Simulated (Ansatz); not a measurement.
## Every step of a relaxation of Ge (hcp type)

DFT, PBE, PAW with Ansatz's default frozen-core files, scalar-relativistic (Ansatz 0.2.0); a Γ-centred 14×14×8 k mesh, Fermi–Dirac smearing of 0.1 eV, no spin polarisation. The run relaxes shape and atoms at held volume.

Command: `ansatz run input.yaml --threads 1 --pin off --max-ram 2048MiB --backend cpu --events-out ev --progress --plain --runs-dir out` It took 16 s on 1 thread of Arm Neoverse V1 (shared host), peak memory 0.33 GiB.

```yaml
crystal:
  lattice:
    - [2.5028129116, 0.0, 0.0]
    - [-1.2514064558, 2.1674995623, 0.0]
    - [0.0, 0.0, 4.2838665648]
  atoms:
    - { symbol: Ge, position: [0.3333333333, 0.6666666667, 0.25] }
    - { symbol: Ge, position: [0.6666666667, 0.3333333333, 0.75] }
kpoints:
  mp_grid: { grid: [14, 14, 8] }
scf:
  occupations: { method: fermi_dirac, width: 0.1 }
hamiltonian:
  xc: pbe
  pseudopotentials: { kind: paw }
output:
  forces: true
  stress: true
  write_density: true
  write_potential: true
  elf: true
  volumetric_format: npy
relax:
  f_tol: 0.005
  max_steps: 30
  cell: { stress_tol: 0.35, fix: [volume] }
```

Each step lists its free energy a cell above the last geometry, the pressure, the cell vectors (Å), and Cartesian positions (Å) with forces (eV/Å).

The first step:

```
step 1  dF = 22.85 meV  P = 102.3 GPa
  cell 2.5028 0.0000 0.0000  -1.2514 2.1675 0.0000  0.0000 0.0000 4.2839
  Ge 0.0000 1.4450 1.0710   0.0000 0.0000 0.0000
  Ge 1.2514 0.7225 3.2129   0.0000 0.0000 0.0000
```

Where does the relaxation end, and by which steps?

After 5 geometries, with conventional a, b, c = 2.547, 2.547, 4.137 Å, at 11.620 Å³/atom and 101.2 GPa in space group P6_3/mmc, with a shortest distance of 2.538 Å. The further steps:
```
step 2  dF = 10.12 meV  P = 101.7 GPa
  cell 2.5188 0.0000 0.0000  -1.2594 2.1813 0.0000  0.0000 0.0000 4.2298
  Ge 0.0000 1.4542 1.0574   0.0000 0.0000 0.0000
  Ge 1.2594 0.7271 3.1723   0.0000 0.0000 0.0000
step 3  dF = 2.98 meV  P = 101.4 GPa
  cell 2.5321 0.0000 0.0000  -1.2661 2.1929 0.0000  0.0000 0.0000 4.1853
  Ge 0.0000 1.4619 1.0463   0.0000 0.0000 0.0000
  Ge 1.2661 0.7310 3.1390   0.0000 0.0000 0.0000
step 4  dF = 32.38 meV  P = 101.7 GPa  (not accepted)
  cell 2.5961 0.0000 0.0000  -1.2980 2.2483 0.0000  0.0000 0.0000 3.9816
  Ge 0.0000 1.4989 0.9954   0.0000 0.0000 0.0000
  Ge 1.2980 0.7494 2.9862   0.0000 0.0000 0.0000
step 5  dF = 0.00 meV  P = 101.2 GPa
  cell 2.5470 0.0000 0.0000  -1.2735 2.2057 0.0000  0.0000 0.0000 4.1367
  Ge 0.0000 1.4705 1.0342   0.0000 0.0000 0.0000
  Ge 1.2735 0.7352 3.1025   0.0000 0.0000 0.0000
step 6  dF = -0.09 meV  P = 101.2 GPa  (same geometry on a basis chosen anew; earlier energies don't compare to the last digit)
  cell 2.5470 0.0000 0.0000  -1.2735 2.2057 0.0000  0.0000 0.0000 4.1367
  Ge 0.0000 1.4705 1.0342   0.0000 0.0000 0.0000
  Ge 1.2735 0.7352 3.1025   0.0000 0.0000 0.0000
```
